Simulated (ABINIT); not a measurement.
# SnO (Pm-3m) in ABINIT: reference runs

Aim: a first look at SnO with PBE, on the cell as given and on a disturbed one.

Everything below comes from runs of ABINIT 10.8.3 (patched build). Logs are shortened: lines on timing, memory, paths and dates and some standing lists are left out, and cuts for length are marked. The log counts tension as positive stress, the text compression.

**1. The crystal as given**

The structure is cubic, space group Pm-3m (No. 221). The conventional cell has a = 3.132 Å, b = 3.132 Å, c = 3.132 Å, α = 90.00°, β = 90.00°, γ = 90.00°. Sn (site symmetry m-3m) has 8 O at 2.71 Å as nearest neighbours. Around O (site symmetry m-3m) lie 8 Sn at 2.71 Å.

The cell was built by a generator and needn't be a form met in nature.

**2. Single point, PBE**

File run.abi:

```
pp_dirpath "./"
pseudos "Sn.GGA_PBE-JTH.xml, O.GGA_PBE-JTH.xml"

structure "poscar:POSCAR"
natom 2

ecut 23.0
pawecutdg 45.0
pawxcdev 0

kptopt 1
ngkpt 9 9 9
nshiftk 1
shiftk 0.0 0.0 0.0

ixc 11

nband 14
occopt 3
tsmear 0.05 eV

nstep 100
tolvrs 1.0e-9

iomode 3
prtwf 0
prtden 0
prteig 0
prtebands 0
```

File POSCAR:

```
SnO
1.0
    3.1319300000      0.0000000000      0.0000000000
    0.0000000000      3.1319300000      0.0000000000
    0.0000000000      0.0000000000      3.1319300000
Sn O
1 1
Direct
    0.0000000000      0.0000000000      0.0000000000  Sn
    0.5000000000      0.5000000000      0.5000000000  O
```

Potentials or basis: JTH PAW PBE v2.0.

Command:

```bash
> abinit run.abi > log 2>&1
```

run.abo:

```text
.Version 10.8.3 of ABINIT
 Symmetries : space group Pm -3 m (#221); Bravais cP (primitive cubic)
================================================================================
 Values of the parameters that define the memory need of the present run
     intxc =       0    ionmov =       0      iscf =      17    lmnmax =      18
     lnmax =       6     mgfft =      27  mpssoang =       3    mqgrid =    3001
     natom =       2  nloc_mem =       2    nspden =       1   nspinor =       1
    nsppol =       1      nsym =      48    n1xccc =       1    ntypat =       2
    occopt =       3   xclevel =       2
       mpw =        1107          nfft =       19683          nkpt =          35
 PAW method is used; the additional fine FFT grid is defined by:
   mgfftf=        36    nfftf =     46656
================================================================================
================================================================================

--------------------------------------------------------------------------------
------------- Echo of variables that govern the present computation ------------
--------------------------------------------------------------------------------
 -outvars: echo values of preprocessed input variables --------
            acell      1.0000000000E+00  1.0000000000E+00  1.0000000000E+00 Bohr
              amu      1.18710000E+02  1.59994000E+01
             ecut      2.30000000E+01 Hartree
              ixc          11
         kptrlatt        9    0    0      0    9    0      0    0    9
          kptrlen      5.32664095E+01
            natom           2
            nband          14
            ngfft          27      27      27
          ngfftdg          36      36      36
             nkpt          35
            nstep         100
             nsym          48
           ntypat           2
           occopt           3
        pawecutdg      4.50000000E+01 Hartree
         pawxcdev           0
           prtden           0
        prtebands           0
           prteig           0
            prtwf           0
            rprim      5.9184899455E+00  0.0000000000E+00  0.0000000000E+00
                       0.0000000000E+00  5.9184899455E+00  0.0000000000E+00
                       0.0000000000E+00  0.0000000000E+00  5.9184899455E+00
          spgroup         221
           tolvrs      1.00000000E-09
           tsmear      1.83746611E-03 Hartree
            typat      1  2
           useylm           1
           xangst      0.0000000000E+00  0.0000000000E+00  0.0000000000E+00
                       1.5659650000E+00  1.5659650000E+00  1.5659650000E+00
            xcart      0.0000000000E+00  0.0000000000E+00  0.0000000000E+00
                       2.9592449728E+00  2.9592449728E+00  2.9592449728E+00
             xred      0.0000000000E+00  0.0000000000E+00  0.0000000000E+00
                       5.0000000000E-01  5.0000000000E-01  5.0000000000E-01
            znucl       50.00000    8.00000

================================================================================

 chkinp: Checking input parameters for consistency.

================================================================================
== DATASET  1 ==================================================================

--- !DatasetInfo
iteration_state: {dtset: 1, }
dimensions: {natom: 2, nkpt: 35, mband: 14, nsppol: 1, nspinor: 1, nspden: 1, mpw: 1107, }
cutoff_energies: {ecut:  23.0, pawecutdg:  45.0, }
electrons: {nelect:   2.00000000E+01, charge:   0.00000000E+00, occopt:   3.00000000E+00, tsmear:   1.83746611E-03, }
meta: {optdriver: 0, ionmov: 0, optcell: 0, iscf: 17, paral_kgb: 0, }
...

 Exchange-correlation functional for the present dataset will be:
  GGA: Perdew-Burke-Ernzerhof functional - ixc=11
  J.P.Perdew, K.Burke, M.Ernzerhof, PRL 77, 3865 (1996)

 Real(R)+Recip(G) space primitive vectors, cartesian coordinates (Bohr,Bohr^-1):
 R(1)=  5.9184899  0.0000000  0.0000000  G(1)=  0.1689620  0.0000000  0.0000000
 R(2)=  0.0000000  5.9184899  0.0000000  G(2)=  0.0000000  0.1689620  0.0000000
 R(3)=  0.0000000  0.0000000  5.9184899  G(3)=  0.0000000  0.0000000  0.1689620
 Unit cell volume ucvol=  2.0731596E+02 bohr^3
 Angles (23,13,12)=  9.00000000E+01  9.00000000E+01  9.00000000E+01 degrees

 Coarse grid specifications (used for wave-functions):

 getcut: wavevector=  0.0000  0.0000  0.0000  ngfft=  27  27  27
         ecut(hartree)=     23.000   => boxcut(ratio)=   2.03485

 Fine grid specifications (used for densities):

 getcut: wavevector=  0.0000  0.0000  0.0000  ngfft=  36  36  36
         ecut(hartree)=     45.000   => boxcut(ratio)=   2.01428

--- Pseudopotential description ------------------------------------------------
- pspini: atom type   1  psp file is ./Sn.GGA_PBE-JTH.xml
 Pseudopotential format is: paw10
 basis_size (lnmax)=  6 (lmn_size= 18), orbitals=   0   0   1   1   2   2
 Spheres core radius: rc_sph= 2.51086398
 Shapefunction is BESSEL type: shapef(r,l)=aa(1,l)*jl(q(1,l)*r)+aa(2,l)*jl(q(2,l)*r)
 Radius for shape functions =  1.40702157
 Compensation charge density is not taken into account in XC energy/potential

- pspini: atom type   2  psp file is ./O.GGA_PBE-JTH.xml
 Pseudopotential format is: paw10
 basis_size (lnmax)=  4 (lmn_size=  8), orbitals=   0   0   1   1
 Spheres core radius: rc_sph= 1.41465230
 Shapefunction is SIN type: shapef(r)=[sin(pi*r/rshp)/(pi*r/rshp)]**2
 Radius for shape functions =  1.20231231
 Compensation charge density is not taken into account in XC energy/potential

   6.06264298E+02                                ecore*ucvol(ha*bohr**3)
--------------------------------------------------------------------------------

================================================================================

--- !BeginCycle
iteration_state: {dtset: 1, }
solver: {iscf: 17, nstep: 100, nline: 4, wfoptalg: 10, }
tolerances: {tolvrs: 1.00E-09, }
...

     iter   Etot(hartree)      deltaE(h)  residm     nres2
 ETOT  1  -85.777752120431    -8.578E+01 4.799E-01 1.647E+01
 ETOT  2  -85.863140634388    -8.539E-02 2.779E-02 2.352E+01
 ETOT  3  -85.823213640090     3.993E-02 5.232E-03 5.312E-01
 ETOT  4  -85.823503021161    -2.894E-04 9.459E-03 1.733E-01
 ETOT  5  -85.823063476825     4.395E-04 2.565E-03 1.469E-03
 ETOT  6  -85.823081072868    -1.760E-05 7.249E-03 1.859E-03
 ETOT  7  -85.823076574962     4.498E-06 7.700E-04 1.925E-04
 ETOT  8  -85.823076349203     2.258E-07 1.723E-03 2.918E-05
 ETOT  9  -85.823076353679    -4.476E-09 1.687E-04 2.573E-05
 ETOT 10  -85.823076311616     4.206E-08 3.319E-04 9.273E-09
 ETOT 11  -85.823076312236    -6.207E-10 8.759E-05 4.247E-09
 ETOT 12  -85.823076312236    -2.558E-13 1.700E-04 3.521E-10

 At SCF step   12       nres2   =  3.52E-10 < tolvrs=  1.00E-09 =>converged.

 Cartesian components of stress tensor (hartree/bohr^3)
  sigma(1 1)=  7.47226993E-06  sigma(3 2)=  0.00000000E+00
  sigma(2 2)=  7.47226993E-06  sigma(3 1)=  0.00000000E+00
  sigma(3 3)=  7.47226993E-06  sigma(2 1)=  0.00000000E+00

--- !ResultsGS
iteration_state: {dtset: 1, }
comment   : Summary of ground state results
lattice_vectors:
- [  5.9184899,   0.0000000,   0.0000000, ]
- [  0.0000000,   5.9184899,   0.0000000, ]
- [  0.0000000,   0.0000000,   5.9184899, ]
lattice_lengths: [   5.91849,    5.91849,    5.91849, ]
lattice_angles: [ 90.000,  90.000,  90.000, ] # degrees, (23, 13, 12)
lattice_volume:   2.0731596E+02
convergence: {deltae: -2.558E-13, res2:  3.521E-10, residm:  1.700E-04, diffor: null, }
etotal    :  -8.58230763E+01
entropy   :   0.00000000E+00
fermie    :   2.52683098E-01
cartesian_stress_tensor: # hartree/bohr^3
- [  7.47226993E-06,   0.00000000E+00,   0.00000000E+00, ]
- [  0.00000000E+00,   7.47226993E-06,   0.00000000E+00, ]
- [  0.00000000E+00,   0.00000000E+00,   7.47226993E-06, ]
pressure_GPa:  -2.1984E-01
xred      :
- [  0.0000E+00,   0.0000E+00,   0.0000E+00, Sn]
- [  5.0000E-01,   5.0000E-01,   5.0000E-01,  O]
cartesian_forces: # hartree/bohr
- [ -0.00000000E+00,  -0.00000000E+00,  -0.00000000E+00, ]
- [ -0.00000000E+00,  -0.00000000E+00,  -0.00000000E+00, ]
force_length_stats: {min:   0.00000000E+00, max:   0.00000000E+00, mean:   0.00000000E+00, }
...

 Integrated electronic density in atomic spheres:
 ------------------------------------------------
 Atom  Sphere_radius  Integrated_density
    1        2.51086         11.75193162
    2        1.41465          4.45233460

================================================================================

 ----iterations are completed or convergence reached----

 Mean square residual over all n,k,spin=   79.533E-08; max=  16.999E-05
 reduced coordinates (array xred) for    2 atoms
       0.000000000000      0.000000000000      0.000000000000
       0.500000000000      0.500000000000      0.500000000000
 rms dE/dt=  0.0000E+00; max dE/dt=  0.0000E+00; dE/dt below (all hartree)
    1       0.000000000000      0.000000000000      0.000000000000
    2       0.000000000000      0.000000000000      0.000000000000

 cartesian coordinates (angstrom) at end:
    1      0.00000000000000     0.00000000000000     0.00000000000000
    2      1.56596500000000     1.56596500000000     1.56596500000000

 cartesian forces (hartree/bohr) at end:
    1     -0.00000000000000    -0.00000000000000    -0.00000000000000
    2     -0.00000000000000    -0.00000000000000    -0.00000000000000
 frms,max,avg= 0.0000000E+00 0.0000000E+00   0.000E+00  0.000E+00  0.000E+00 h/b

 cartesian forces (eV/Angstrom) at end:
    1     -0.00000000000000    -0.00000000000000    -0.00000000000000
    2     -0.00000000000000    -0.00000000000000    -0.00000000000000
 frms,max,avg= 0.0000000E+00 0.0000000E+00   0.000E+00  0.000E+00  0.000E+00 e/A
 length scales=  1.000000000000  1.000000000000  1.000000000000 bohr
              =  0.529177210544  0.529177210544  0.529177210544 angstroms
 Fermi (or HOMO) energy (hartree) =   0.25268   Average Vxc (hartree)=  -0.41032
 Eigenvalues (hartree) for nkpt=  35  k points:
 kpt#   1, nband= 14, wtk=  0.00137, kpt=  0.0000  0.0000  0.0000 (reduced coord)
  -0.54770   -0.54770   -0.53496   -0.53496   -0.53496   -0.40686   -0.02416    0.16141
   0.16141    0.16141    0.54225    0.54225    0.54243    0.54624
      occupation numbers for kpt#   1
   2.00000    2.00000    2.00000    2.00000    2.00000    2.00000    2.00000    2.00000
   2.00000    2.00000    0.00000    0.00000    0.00000    0.00000
 prteigrs : prtvol=0 or 1, do not print more k-points.

--- !EnergyTerms
iteration_state     : {dtset: 1, }
comment             : Components of total free energy in Hartree
kinetic             :  1.91955484078477E+01
hartree             :  2.46531185216840E+01
xc                  : -9.83001409192223E+00
Ewald energy        : -6.69916030528369E+01
psp_core            :  2.92434933990648E+00
local_psp           : -7.26110708379037E+01
PAW spherical_terms :  1.68366017097542E+01
internal            : -8.58230700034704E+01
'-kT*entropy'       : -1.06333433225004E-05
total_energy        : -8.58230806368137E+01
total_energy_eV     : -2.33536499602831E+03
...

--- !EnergyTermsDC
iteration_state     : {dtset: 1, }
comment             : '"Double-counting" decomposition of free energy'
band_energy         : -5.21627075899109E+00
Ewald energy        : -6.69916030528369E+01
psp_core            :  2.92434933990648E+00
xc_dc               : -2.60861868706606E+01
PAW spherical_terms :  9.54664566368892E+00
internal            : -8.58230656788932E+01
'-kT*entropy'       : -1.06333433225004E-05
total_energy_dc     : -8.58230763122365E+01
total_energy_dc_eV  : -2.33536487835057E+03
...

--- !EnergyTermsWithPAWCore
iteration_state     : {dtset: 1, }
comment             : 'Components of total free energy, including PAW core contributions'
Total energy        : -6.25255995251150E+03
Total energy DC     : -6.25255994818692E+03
Total energy (eV)   : -1.70140823893943E+05
Total energy DC (eV): -1.70140823776265E+05
...

 Cartesian components of stress tensor (hartree/bohr^3)
  sigma(1 1)=  7.47226993E-06  sigma(3 2)=  0.00000000E+00
  sigma(2 2)=  7.47226993E-06  sigma(3 1)=  0.00000000E+00
  sigma(3 3)=  7.47226993E-06  sigma(2 1)=  0.00000000E+00

-Cartesian components of stress tensor (GPa)         [Pressure= -2.1984E-01 GPa]
- sigma(1 1)=  2.19841771E-01  sigma(3 2)=  0.00000000E+00
- sigma(2 2)=  2.19841771E-01  sigma(3 1)=  0.00000000E+00
- sigma(3 3)=  2.19841771E-01  sigma(2 1)=  0.00000000E+00

== END DATASET(S) ==============================================================
================================================================================

 -outvars: echo values of variables after computation  --------
            acell      1.0000000000E+00  1.0000000000E+00  1.0000000000E+00 Bohr
           etotal     -8.5823076312E+01
            fcart     -0.0000000000E+00 -0.0000000000E+00 -0.0000000000E+00
                      -0.0000000000E+00 -0.0000000000E+00 -0.0000000000E+00
            rprim      5.9184899455E+00  0.0000000000E+00  0.0000000000E+00
                       0.0000000000E+00  5.9184899455E+00  0.0000000000E+00
                       0.0000000000E+00  0.0000000000E+00  5.9184899455E+00
           strten      7.4722699302E-06  7.4722699302E-06  7.4722699302E-06
                       0.0000000000E+00  0.0000000000E+00  0.0000000000E+00
           xangst      0.0000000000E+00  0.0000000000E+00  0.0000000000E+00
                       1.5659650000E+00  1.5659650000E+00  1.5659650000E+00
             xred      0.0000000000E+00  0.0000000000E+00  0.0000000000E+00
                       5.0000000000E-01  5.0000000000E-01  5.0000000000E-01
 Calculation completed.
```

Run time: 19 s. Hardware: 1 thread of Arm Neoverse V1, shared host; peak memory 0.1 GiB.

What came out:

```yaml
Free_energy: -2335.3649 eV
Pressure: -0.2 GPa
Band_gap_on_the_k_mesh: 0.47 eV, indirect (least direct gap 0.91 eV)
Valence_electrons_inside_the_program's_atomic_spheres: Sn 11.75; O 4.45
```

Levels at points of the mesh, in eV from the valence-band top:
| k point | band 6 | band 7 | band 8 | band 9 | band 10 | band 11 | band 12 | band 13 | band 14 |
| --- | --- | --- | --- | --- | --- | --- | --- | --- | --- |
| (0.00, 0.00, 0.00) | -17.70 | -7.29 | -2.24 | -2.24 | -2.24 | 8.13 | 8.13 | 8.13 | 8.24 |

Caveat: spin-orbit coupling is left out, which moves the levels of the heavy elements; an odd mesh through Γ misses points on the zone boundary, where band edges often lie. PBE gaps usually lie below the measured ones, often by a third to a half.

**3. Single point, PBE (atoms moved at random, drawn with an rms of 0.05 Å)**

File run.abi:

```
pp_dirpath "./"
pseudos "Sn.GGA_PBE-JTH.xml, O.GGA_PBE-JTH.xml"

acell 3*1.0
rprim
     5.9184899415     0.0000000000     0.0000000000
     0.0000000000     5.9184899415     0.0000000000
     0.0000000000     0.0000000000     5.9184899415
ntypat 2
znucl 50 8
natom 2
typat 1 2
xcart
     0.0608243211    -0.0481469157    -0.0247096955
     2.9328958535     3.0399672551     2.9764322655
chkprim 0
chksymtnons 0
tolsym 1.0e-6

ecut 23.0
pawecutdg 45.0
pawxcdev 0

kptopt 1
ngkpt 9 9 9
nshiftk 1
shiftk 0.0 0.0 0.0

ixc 11

nband 14
occopt 3
tsmear 0.00183747

nstep 100
tolvrs 1.0e-9

iomode 3
prtwf 0
prteig 0
prtebands 0
enunit 2
prtden 1
prtvha 1
prtvclmb 1
prtpot 1
```

Potentials or basis: JTH PAW PBE v2.0.

Command:

```bash
> abinit run.abi > log 2>&1
```

It took 2.8 min on 1 thread of Arm Neoverse V1, shared host; peak memory 0.28 GiB.

It converged, with:

```yaml
Free_energy: -2335.3781 eV
Pressure: -0.2 GPa
Largest_force: 0.312 eV/Å
Band_gap_on_the_k_mesh: 0.47 eV, indirect (least direct gap 0.91 eV)
Valence_electrons_inside_the_program's_atomic_spheres: Sn 11.75; O 4.43
```

Forces in eV/Å, atoms in the order of the input:
```
Sn   0.168 -0.249 -0.085
O   -0.168  0.249  0.085
```

Stress tensor (GPa, compression positive):
```
-0.25  0.05  0.02
 0.05 -0.14 -0.02
 0.02 -0.02 -0.20
```

Levels at points of the mesh, in eV from the valence-band top:
```tsv
k point	band 8	band 9	band 10	band 11	band 12	band 13
(0.00, 0.00, 0.00)	-2.25	-2.25	-2.24	7.77	7.95	8.15
```

Caveat: spin-orbit coupling is left out, which moves the levels of the heavy elements; an odd mesh through Γ misses points on the zone boundary, where band edges often lie.
